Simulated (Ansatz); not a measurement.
# Na (hP4 type): a single-point run

Wanted: a converged single-point run for Na (hP4 type), and a check of what comes out. The structure is shown as the input types it.

Computed with Ansatz 0.2.0 (DFT, PBE, PAW with Ansatz's default frozen-core files, scalar-relativistic, unless a step's input says otherwise).

1 further run of the same task is left out (set aside as unsound or not needed).

**1. Starting point**

It takes space group P6_3/mmc (No. 194, hexagonal). Conventional cell: a = 1.914 Å, b = 1.914 Å, c = 6.089 Å, α = 90.00°, β = 90.00°, γ = 120.00°. Na (site symmetry -3m) is surrounded by 12 Na at 1.88 to 1.91 Å. Na (site symmetry -6m2) is surrounded by 12 Na at 1.88 to 1.91 Å.

Structure file:

```
Na
1.0
     1.91410    0.00000    0.00000
    -0.95705    1.65766    0.00000
     0.00000    0.00000    6.08902
Na
4
Direct
  0.00000 0.00000 0.00000
  0.00000 0.00000 0.50000
  0.33333 0.66667 0.25000
  0.66667 0.33333 0.75000
```

**2. The run**

input.yaml reads:

```yaml
crystal:
  lattice:
    - [1.91410369, 0.0, 0.0]
    - [-0.95705184, 1.65766242, 0.0]
    - [0.0, 0.0, 6.0890242]
  atoms:
    - { symbol: Na, position: [0.0, 0.0, 0.0] }
    - { symbol: Na, position: [0.0, 0.0, 0.5] }
    - { symbol: Na, position: [0.3333333333, 0.6666666667, 0.25] }
    - { symbol: Na, position: [0.6666666667, 0.3333333333, 0.75] }
kpoints:
  mp_grid: { grid: [8, 8, 5] }
scf:
  occupations: { method: fermi_dirac, width: 0.1 }
  max_iter: 75
hamiltonian:
  xc: pbe
  pseudopotentials: { kind: paw }
output:
  forces: true
  stress: true
  eigenvalues: true
  populations: true
```

Started as:

```bash
> ansatz run input.yaml --threads 1 --pin off --max-ram 3072MiB --backend cpu --events-out ev --progress --plain --runs-dir out
```

Log (excerpt; [...] marks lines left out):

```text
[...]
Pseudopotentials: kind: paw
Pseudopotential: Na, paw, valence charge 9, recommended cutoff 420 eV (normal)
Functional definition: PBE
[...]
Crystal: 4 atoms, lattice volume = 19.320 Å³
Basis set: ecut = 420 eV, 399 PW (Γ), exchange–correlation on 30×30×90 points (8 copies of the dense FFT grid, shifted against one another)
Bands: 22, of which v1, the nominal top of the filled ones, is band 18 counted from 1 (17 counted from 0)
Symmetry: 24 space group operations
Space group: P63/mmc (ITA 194), of the structure as read, at distance tolerance 2.7e-5 Å
k-points: 30 of 320
[...]
SCF iter   1: F=—  HF=-5886.923854 eV  |F-HF|=—  |Δ(HF+E_count)|=         —  Δρ=2.30e-1  dr2=1.73e1  ethr=1.77e-3  ⟨swp⟩=4.9  Hψ=2784  notcnv=0
[...]
SCF iter   8: F=-5889.213235 eV  HF=-5889.213235 eV  |F-HF|=1.22e-9  |Δ(HF+E_count)|=   4.87e-7  Δρ=9.33e-6  dr2=9.02e-9  ethr=2.78e-10  ⟨swp⟩=6.4  Hψ=3282  notcnv=0
[...]
SCF converged after 8 iterations
Free energy (F): -5889.213235 eV
[...]
E sigma→0 (E₀):  -5889.175715 eV
Entropy (-TS):   -0.075040 eV (-18.760 meV/atom)
Fermi energy:    33.122503 eV
[...]
--- Forces (eV/Å), atoms counted from 1 ---
  atom   1  Na     0.00000000     0.00000000     0.00000000
  atom   2  Na     0.00000000    -0.00000000     0.00000000
  atom   3  Na    -0.00000000    -0.00000000    -0.00000000
  atom   4  Na     0.00000000     0.00000000     0.00000000
[...]
--- Stress (GPa, compression-positive) ---
      807.391077      -0.000000       0.000000
       -0.000000     807.391077       0.000000
        0.000000       0.000000     776.111155
  P = ⅓ Tr σ = 796.9644 GPa (7969.644 kbar)
--- Band table (eV; the first three rows and the last of 30) ---
  k-point 0: bands = ["-32.2986", "-30.9735", "-30.8395", "-29.2398", "-5.6955", "-2.2931", "-2.1600", "0.5451", "0.5451", "0.8295", "0.8295", "0.9870", "0.9870", "1.2815", "1.2815", "1.4204", "24.3655", "28.5129", "28.5137", "34.9423", "36.7053", "45.8646"]
[...]
--- Löwdin populations: 4 sites ---
  site symbol       q [e]
     0     Na      8.8673
     1     Na      8.8673
     2     Na      8.8769
     3     Na      8.8769
  spilling = 0.014212 (of n_electrons = 36.000000)
```

Wall time 0.82 s (1 thread of Intel Xeon Platinum 8488C (Sapphire Rapids), shared host); peak memory 0.31 GiB.

**3. Can this be trusted?**

The run converged and reported no error. It gives a pressure of 797 GPa, which is large; a structure far from rest gives such values too, whatever the setting.

Lengths in ångström are taken as bohr, or scaled as if they were, so every distance is 0.53 of its value. The shortest distance in the input is 1.88 Å, between atoms 1 (Na) and 3 (Na).

What to do: remove the wrong conversion.

**4. A check with that setting changed**

Other changes include scf.max_iter.

Changes to input.yaml since step 2:

```diff
@@ -2,5 +2,5 @@
   lattice:
-    - [1.91410369, 0.0, 0.0]
-    - [-0.95705184, 1.65766242, 0.0]
-    - [0.0, 0.0, 6.0890242]
+    - [3.6171331893, 0.0, 0.0]
+    - [-1.8085665946, 3.1325292308, 0.0]
+    - [0.0, 0.0, 11.5065926935]
   atoms:
@@ -14,3 +14,2 @@
   occupations: { method: fermi_dirac, width: 0.1 }
-  max_iter: 75
 hamiltonian:
```

Started as:

```bash
> ansatz run input.yaml --threads 1 --pin off --max-ram 3072MiB --backend cpu --events-out ev --progress --plain --runs-dir out
```

Excerpt of the output:

```text
[...]
Basis set: ecut = 420 eV, 2499 PW (Γ), exchange–correlation on 50×50×160 points (8 copies of the dense FFT grid, shifted against one another)
[...]
k-points: 30 of 320
[...]
SCF iter   1: F=—  HF=-5945.633656 eV  |F-HF|=—  |Δ(HF+E_count)|=         —  Δρ=5.51e-4  dr2=2.42e-4  ethr=1.77e-3  ⟨swp⟩=5.0  Hψ=2698  notcnv=0
preconditioner: auto → Kerker (q_TF=auto, 2.202 Å⁻¹)  [metal: Δε(μ)=0.077 eV  Ē_g=3.509 eV  σ=0.100 eV  W_gap=0.19  n_scr=26 (ndim 8)  ℏωp=6.5 eV  f_vac=0.000  D(μ)=1.51/eV (n_scr^D=4)]
SCF iter   2: F=—  HF=-5945.632162 eV  |F-HF|=—  |Δ(HF+E_count)|=   1.49e-3  Δρ=2.33e-4  dr2=7.37e-5  ethr=6.72e-7  ⟨swp⟩=2.0  Hψ=1426  notcnv=0
[...]
SCF iter   5: F=—  HF=-5945.632246 eV  |F-HF|=—  |Δ(HF+E_count)|=   9.23e-7  Δρ=1.68e-5  dr2=1.73e-7  ethr=1.31e-8  ⟨swp⟩=2.0  Hψ=1075  notcnv=0
SCF iter   6: F=-5945.632245 eV  HF=-5945.632245 eV  |F-HF|=1.05e-8  |Δ(HF+E_count)|=   5.23e-8  Δρ=5.27e-6  dr2=1.93e-8  ethr=2.78e-10  ⟨swp⟩=4.2  Hψ=2111  notcnv=0
[...]
SCF converged after 6 iterations
Free energy (F): -5945.632245 eV
[...]
E sigma→0 (E₀):  -5945.605879 eV
[...]
Fermi energy:    2.302786 eV
[...]
  P = ⅓ Tr σ = 1.2681 GPa (12.681 kbar)
[...]
```

Run time: 2.6 s. Hardware: 1 thread of Intel Xeon Platinum 8488C (Sapphire Rapids), shared host; peak memory 0.43 GiB.

| run | ending | energy change | pressure (GPa) | gap (eV) | force (eV/Å) | cycles | time |
| --- | --- | --- | --- | --- | --- | --- | --- |
| first try | converged | +14.10 eV/atom | 797.0 | 0.00 | 0.00 | 8 | 0.82 s |
| second try | converged | 0 | 1.3 | 0.00 | 0.00 | 6 | 2.6 s |

**5. Results**

| quantity | value |
| --- | --- |
| first try | converged, 8 SCF cycles |
| fault in the input | ångström read as bohr |
| second try | converged, 6 SCF cycles |
| energy (zero set by the potentials) | -5945.6322 eV |
| pressure | 1.27 GPa |
| gap on the mesh | none (metal on this mesh) |
| largest force | 0.000 eV/Å |

Both runs converge, but the first lies +14.10 eV/atom from the second; on mending, the pressure goes from 797.0 to 1.3 GPa. Only the second answers the question as it was meant.
